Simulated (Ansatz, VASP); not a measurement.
# One calculation of As, two programs

```
As
1.0
     4.68759    0.00000    0.00000
    -2.34379    4.05957    0.00000
     0.00000    0.00000    2.72807
As
3
Direct
  0.00000 0.00000 0.00000
  0.33333 0.66667 0.50000
  0.66667 0.33333 0.50000
```

Alike in both runs: task single point; functional LDA; k mesh 9 × 9 × 13; occupations fermi-dirac, width 0.1 eV; no spin polarisation.

|  | VASP | Ansatz |
| --- | --- | --- |
| version | VASP 6.6.1 | Ansatz 0.2.0 |
| potentials or method | VASP PAW LDA potentials, release 64 (As) | plane waves (420 eV) with PAW, scalar-relativistic |
| plane-wave cutoff (eV) | 520 | 420 |
| valence electrons in the cell | 15 | 45 |

Ansatz gave:

```
pressure (GPa)                                  : 4.6
largest component of the traceless stress (GPa) : 2.85
```

What did VASP give for the same quantities?

Pressure (GPa): 5.0; largest component of the traceless stress (GPa): 2.91.

The two sets of potentials don't hold the same shells in valence. Ansatz warned: «pseudo_functional_mismatch».
